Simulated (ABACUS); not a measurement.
# In (Im-3m) in ABACUS: single point with PBE

Aim: the single point of In with PBE.

All numbers are computed with ABACUS 3.10.1; they aren't measurements. Logs are shortened: lines on timing, memory, paths and dates and some standing lists are left out, and cuts for length are marked.

### 1 The structure

Symmetry: Im-3m, No. 229, cubic system. Conventional cell: a = 3.765 Å, b = 3.765 Å, c = 3.765 Å, α = 90.00°, β = 90.00°, γ = 90.00°. In (site symmetry m-3m) is surrounded by 8 In at 3.26 Å.

This isn't the form of In at room conditions, which is tetragonal.

### 2 Single point, PBE

INPUT

```
INPUT_PARAMETERS
suffix              In
calculation         scf
basis_type          lcao
pseudo_dir          ./
orbital_dir         ./
symmetry            1
dft_functional      pbe
ecutwfc             100
pseudo_rcut         10
nspin               1
nbands              9
ks_solver           genelpa
smearing_method     fd
smearing_sigma      0.00367493
scf_thr             1e-07
scf_nmax            100
mixing_type         broyden
mixing_beta         0.7
cal_force           1
cal_stress          1
out_mul             1
```

STRU

```
ATOMIC_SPECIES
In 114.8180 In.upf

NUMERICAL_ORBITAL
In_confined-atom_8au_1s1p1d.orb

LATTICE_CONSTANT
1.8897261246

LATTICE_VECTORS
-1.8825252400 1.8825252400 1.8825252400
1.8825252400 -1.8825252400 1.8825252400
1.8825252400 1.8825252400 -1.8825252400

ATOMIC_POSITIONS
Direct

In
0.0
1
0.0000000000 0.0000000000 0.0000000000 1 1 1
```

KPT

```
K_POINTS
0
Gamma
10 10 10 0 0 0
```

Potentials or basis: PseudoDojo NC SR 0.4.1 PBE standard, SZ LCAO (the cutoffs set its grid).

Run with:

```
$ OMP_NUM_THREADS=1 mpirun -np 4 abacus > log
```

running log:

```text
ABACUS v3.10.1

               Atomic-orbital Based Ab-initio Computation at UStc

 ------------------------------------------------------------------------------------

 READING GENERAL INFORMATION
                           global_out_dir = OUT.In/
                           global_in_card = INPUT
                               pseudo_dir = ./
                              orbital_dir = ./
                                    DSIZE = 4
                                    GSIZE = 1

 READING UNITCELL INFORMATION
                                    ntype = 1
                  lattice constant (Bohr) = 1.88973
              lattice constant (Angstrom) = 1

 READING ATOM TYPE 1
                               atom label = In
                      L=0, number of zeta = 1
                      L=1, number of zeta = 1
                      L=2, number of zeta = 1
             number of atom for this type = 1

                        TOTAL ATOM NUMBER = 1
DIRECT COORDINATES
    atom                   x                   y                   z     mag                  vx                  vy                  vz
taud_In1            0.0000000000        0.0000000000        0.0000000000  0.0000        0.0000000000        0.0000000000        0.0000000000

                          Volume (Bohr^3) = 180.086
                             Volume (A^3) = 26.6859

 Lattice vectors: (Cartesian coordinate: in unit of a_0)
             -1.88253            +1.88253            +1.88253
             +1.88253            -1.88253            +1.88253
             +1.88253            +1.88253            -1.88253
 Reciprocal vectors: (Cartesian coordinate: in unit of 2 pi/a_0)
                   +0           +0.265601           +0.265601
            +0.265601                  +0           +0.265601
            +0.265601           +0.265601                  +0
 The esolver type has been set to : ksdft_lcao

                PAO radial cut off (Bohr) = 10

 Read in pseudopotential file is In.upf
                     pseudopotential type = NC
          exchange-correlation functional = PBE
                 nonlocal core correction = 1
                        valence electrons = 13
                                     lmax = 2
                           number of zeta = 3
                     number of projectors = 6
                           L of projector = 0
                           L of projector = 0
                           L of projector = 1
                           L of projector = 1
                           L of projector = 2
                           L of projector = 2
     initial pseudo atomic orbital number = 9

 SETUP THE ELECTRONS NUMBER
            electron number of element In = 13
      total electron number of element In = 13
            AUTOSET number of electrons:  = 13
                           occupied bands = 7
                                   NLOCAL = 9
                                   NBANDS = 9
                                   NBANDS = 9
                                   NLOCAL = 9

%%%%%%%%%%%%%%%%%%%%%%%%%%%%%%%%%%%%%%%%%%%%%%%%%%%%%%%%%%%%%%%%%%%%%%%%%%%%%%%%%%%%%%%%%%%%%%%%%%%%%%%%%%
 Warning: the number of valence electrons in pseudopotential > 3 for In: [Kr] 4d10 5s2 5p1
 Pseudopotentials with additional electrons can yield (more) accurate outcomes, but may be less efficient.
 If you're confident that your chosen pseudopotential is appropriate, you can safely ignore this warning.
%%%%%%%%%%%%%%%%%%%%%%%%%%%%%%%%%%%%%%%%%%%%%%%%%%%%%%%%%%%%%%%%%%%%%%%%%%%%%%%%%%%%%%%%%%%%%%%%%%%%%%%%%%

 SETUP THE PLANE WAVE BASIS
 energy cutoff for charge/potential (unit:Ry) = 400
            fft grid for charge/potential = [ 40, 40, 40 ]
                        fft grid division = [ 5, 5, 5 ]
        big fft grid for charge/potential = [ 8, 8, 8 ]
                                     nbxx = 128
                                     nrxx = 16000

 SETUP PLANE WAVES FOR CHARGE/POTENTIAL
                    number of plane waves = 24307
                         number of sticks = 1139

 PARALLEL PW FOR CHARGE/POTENTIAL
     PROC   COLUMNS(POT)             PW
        1            284           6077
        2            285           6077
        3            285           6077
        4            285           6076
 --------------- sum -------------------
        4           1139          24307
                            number of |g| = 235
                                  max |g| = 36.1184
                                  min |g| = 0

----------- Double Check Mixing Parameters Begin ------------
mixing_type: broyden
mixing_beta: 0.7
mixing_gg0: 1
mixing_gg0_min: 0.1
[... 40 lines left out ...]
                       right hand lattice = 1
(for k-lattice: )
                             BRAVAIS TYPE = 3
                     BRAVAIS LATTICE NAME = 03. Cubic F (face-centered)
                                    ibrav = 3
                       right hand lattice = 1
                        ROTATION MATRICES = 48
                               nkstot_ibz = 47
K-POINTS REDUCTION ACCORDING TO SYMMETRY
     IBZ    DIRECT_X    DIRECT_Y    DIRECT_Z  WEIGHT  ibz2bz
       1  0.00000000  0.00000000  0.00000000  0.0010       0
       2 -0.10000000  0.10000000  0.00000000  0.0120       1
       3 -0.20000000  0.20000000  0.00000000  0.0120       2
       4 -0.30000000  0.30000000  0.00000000  0.0120       3
       5 -0.40000000  0.40000000  0.00000000  0.0120       4
       6  0.50000000  0.50000000  0.00000000  0.0060       5
[... 22 lines left out ...]
      29  0.50000000  0.40000000  0.20000000  0.0480     156
      30  0.50000000  0.30000000  0.30000000  0.0240     157
[... 17 further k points ...]

                               nkstot now = 47
[... K-POINTS DIRECT COORDINATES: 47 rows ...]

           k-point number in this process = 47
       minimum distributed K point number = 47
[... stars of the k points ...]

[... K-POINTS CARTESIAN COORDINATES: 47 rows ...]

[... K-POINTS DIRECT COORDINATES: 47 rows ...]

 SETUP PLANE WAVES FOR WAVE FUNCTIONS
     energy cutoff for wavefunc (unit:Ry) = 100
              fft grid for wave functions = [ 40, 40, 40 ]
                    number of plane waves = 4729
                         number of sticks = 383

 PARALLEL PW FOR WAVE FUNCTIONS
     PROC   COLUMNS(POT)             PW
        1             96           1183
        2             96           1183
        3             96           1182
        4             95           1181
 --------------- sum -------------------
        4            383           4729

 SET NONLOCAL PSEUDOPOTENTIAL PROJECTORS
 max number of nonlocal projetors among all species is 6

 -------------------------------------------
 SELF-CONSISTENT
 -------------------------------------------

 SETUP SEARCHING RADIUS FOR PROGRAM TO SEARCH ADJACENT ATOMS
                  longest orb rcut (Bohr) = 8
   longest nonlocal projector rcut (Bohr) = 2.42
                     search radius (Bohr) = 20.8
              searching radius is (Bohr)) = 20.8
         searching radius unit is (Bohr)) = 1.89
                         PeriodicBoundary = 1
                        Radius(unit:lat0) = 11
                                   glayer = [ 6, 6, 6 ]
                             glayer_minus = [ 5, 5, 5 ]

Find the coordinate range of the input atom(unit:lat0).
                                  min_tau = [ -28.2, -28.2, -28.2 ]
                                  max_tau = [ 28.2, 28.2, 28.2 ]
                                BoxNumber = [ 11, 11, 11 ]

 SETUP EXTENDED REAL SPACE GRID FOR GRID INTEGRATION
                          real space grid = [ 40, 40, 40 ]
                 big cell numbers in grid = [ 8, 8, 8 ]
             meshcell numbers in big cell = [ 5, 5, 5 ]
                        extended fft grid = [ 13, 13, 13 ]
                dimension of extened grid = [ 35, 35, 35 ]
                            UnitCellTotal = 125
              Atom number in sub-FFT-grid = 1
    Local orbitals number in sub-FFT-grid = 9
                                ParaV.nnr = 3725
                                 init_chg = atomic

 LCAO ALGORITHM --------------- ION=   1  ELEC=   1--------------------------------

 Density error is 0.0112977705082
----------------------------------------------------------
     Energy           Rydberg                 eV
----------------------------------------------------------
 E_KohnSham     -132.8890616401      -1808.0484401779
 E_Harris       -133.1267472236      -1811.2823184472
 E_Fermi        0.7654307631         10.4142198021
----------------------------------------------------------
[... 47 lines left out ...]
 Density error is 1.80638297117e-08
----------------------------------------------------------
     Energy           Rydberg                 eV
----------------------------------------------------------
 E_KohnSham     -132.8890169254      -1808.0478318035
 E_KS(sigma->0) -132.8888365664      -1808.0453778937
 E_Harris       -132.8890170657      -1808.0478337134
 E_band         -1.5162120034        -20.6291226221
 E_one_elec     -34.3414747257       -467.2397339928
 E_Hartree      28.0000505236        380.9602314082
 E_xc           -40.1048054150       -545.6538708255
 E_Ewald        -86.4424265902       -1176.1095505738
 E_entropy(-TS) -0.0003607180        -0.0049078197
 E_descf        0.0000000000         0.0000000000
 E_exx          0.0000000000         0.0000000000
 E_Fermi        0.7608117352         10.3513747045
----------------------------------------------------------

 charge density convergence is achieved
 final etot is -1808.0478318 eV
 EFERMI = 10.351374704 eV

 STATE ENERGY(eV) AND OCCUPATIONS    NSPIN == 1
 1/47 kpoint (Cartesian) = 0.0000 0.0000 0.0000 (767 pws)
       1       -4.18184     0.00200000
       2       -4.18184     0.00200000
       3       -4.18184     0.00200000
       4       -3.91468     0.00200000
       5       -3.91468     0.00200000
       6       0.940465     0.00200000
       7        21.6533        0.00000
       8        21.6533        0.00000
       9        21.6533        0.00000
[... 45 lines left out ...]
 6/47 kpoint (Cartesian) = 0.13280 0.13280 0.26560 (743 pws)
       1       -4.28630      0.0120000
       2       -4.21923      0.0120000
       3       -3.92995      0.0120000
       4       -3.91686      0.0120000
       5       -3.75058      0.0120000
       6        6.50802      0.0120000
       7        7.18906      0.0120000
       8        16.4689    8.76950e-56
       9        18.5938    3.06481e-74

[... levels at 41 further k points ...]

 correction force for each atom along direction 1 is -6.88820e-15
 correction force for each atom along direction 2 is -1.25849e-14
 correction force for each atom along direction 3 is -7.09145e-15
------------------------------------------------------------------------------------------
 TOTAL-FORCE (eV/Angstrom)
------------------------------------------------------------------------------------------
                       In1         0.0000000000         0.0000000000         0.0000000000
------------------------------------------------------------------------------------------

----------------------------------------------------------------
 TOTAL-STRESS (KBAR)
----------------------------------------------------------------
        51.9520839289         0.0000000000        -0.0000000000
        -0.0000000000        51.9520839289         0.0000000000
         0.0000000000         0.0000000000        51.9520839289
----------------------------------------------------------------
 TOTAL-PRESSURE: 51.952084 KBAR

 --------------------------------------------
 !FINAL_ETOT_IS -1808.0478318035279699 eV
 --------------------------------------------
```

It took 3.5 s on 4 MPI ranks of Intel Xeon at 2.50GHz (Skylake/Cascade Lake), shared host; peak memory 0.4 GiB.

The run converged, but some of its settings lie outside the range that counts as converged, so its numbers aren't taken as properties of the crystal.

Results:

* Free energy: -1808.0478 eV
* Pressure: 5.2 GPa
* Band gap on the k mesh: none (metal or under the smearing width)

Caveat: the atomic orbitals were generated for these runs and aren't a published set; the basis of atomic orbitals isn't converged, which shifts pressures, moduli and gaps.
